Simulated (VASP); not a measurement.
# Ni: equation of state with r2SCAN

Ni:

```xyz
1
Lattice="-1.3837 1.3837 1.3837 1.3837 -1.3837 1.3837 1.3837 1.3837 -1.3837" Properties=species:S:1:pos:R:3 pbc="T T T"
Ni    0.0000    0.0000    0.0000
```

This isn't the form of Ni at room conditions, which is fcc.

```
Program             : VASP 6.6.1
Task                : equation of state
Functional          : r2SCAN
Potentials or basis : VASP PAW PBE potentials, release 64 (Ni)
Cutoff              : 520 eV
k mesh              : 12 × 12 × 12
Occupations         : fermi-dirac, width 0.05 eV
Spin                : collinear spin, ferromagnetic start
Starting moments    : [1.0] μB
```

| Property | Result |
| --- | --- |
| Equilibrium volume | 10.62 Å³/atom |
| Bulk modulus | 204 GPa |
| Pressure derivative of the bulk modulus | 4.7 (rough: it moves with the points fitted) |

Energy against volume, from the lowest point:
| volume (Å³/atom) | energy (meV/atom) |
| --- | --- |
| 10.174 | 13.21 |
| 10.385 | 3.53 |
| 10.597 | 0.00 |
| 10.809 | 1.94 |
| 11.021 | 8.77 |

All runs of the series together: 7.1 min on 1 thread of Intel(R) Xeon(R) Platinum 8259CL CPU @ 2.50GHz (Skylake/Cascade Lake) (shared host).

Caveat: the PAW data sets were made with another functional, which shifts forces and pressure a little.
